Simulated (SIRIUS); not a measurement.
**Sn and the effect of the dispersion correction**

Symmetry: I4_1/amd, No. 141, tetragonal system. Conventional cell: a = 5.880 Å, b = 5.880 Å, c = 3.199 Å, α = 90.00°, β = 90.00°, γ = 90.00°. Sn (site symmetry -4m2) is surrounded by 6 Sn at 3.05 to 3.20 Å.

Kept alike: task equation of state; functional PBE; k mesh 9 × 9 × 9; occupations fermi-dirac, width 0.05 eV; no spin polarisation. Program: SIRIUS, all-electron FP-LAPW, apw+lo standard, cutoff 149 eV. The mesh is that of the run's cell of 2 atoms. No spin-orbit coupling.

| dispersion correction | volume (Å³/atom) | bulk modulus (GPa) |
| --- | --- | --- |
| D3(zero) | 27.807 | 51.0 |
| D3(BJ) | 27.177 | 54.9 |
| D4 | 27.141 | 55.5 |
| none | 28.365 | 47.6 |

For a metal such a mesh leaves the last digits unconverged. Volume and modulus come from cells scaled at fixed shape and fractions; off cubic symmetry such a modulus can lie above the relaxed one.

What does the dispersion correction change here?

The volume runs from 27.141 (D4) to 28.365 Å³/atom (none). Against no correction: D3(zero) -2.0 %; D3(BJ) -4.2 %; D4 -4.3 %. Dispersion terms mostly attract and so lower the volume; the schemes' coefficients and damping set how far. The bulk modulus runs from 47.6 (none) to 55.5 GPa (D4).
